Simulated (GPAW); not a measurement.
Ti, 1 atom in the cell. Symmetry: Im-3m, No. 229, cubic system. The conventional cell has a = 3.282 Å, b = 3.282 Å, c = 3.282 Å, α = 90.00°, β = 90.00°, γ = 90.00°. Ti (site symmetry m-3m) is surrounded by 8 Ti at 2.84 Å. This isn't the form of Ti at room conditions, which is hcp.

```yaml
Program: GPAW 26.7.0
Task: single point
Functional: LDA
Potentials_or_basis: the program's PAW data sets (release 1.2.1) made for this functional
Cutoff: 600 eV
Basis: pw
k_mesh: 11 × 11 × 11
Occupations: fermi-dirac, width 0.05 eV
Spin: no spin polarisation
Maxiter: 150
```

Potentials or basis: the program's PAW data sets (release 1.2.1) made for this functional, pw.

Run with:

```console
$ OMP_NUM_THREADS=1 python run.py
```

Hardware: 1 thread of Arm Neoverse V1 (shared host).

Task: Estimate the wall time of this run.

Result: It took 13 s on 1 thread of Arm Neoverse V1 (shared host), peak memory 0.14 GiB. Counts: scf iterations 8, plane waves 603, bands 14, k points 56.
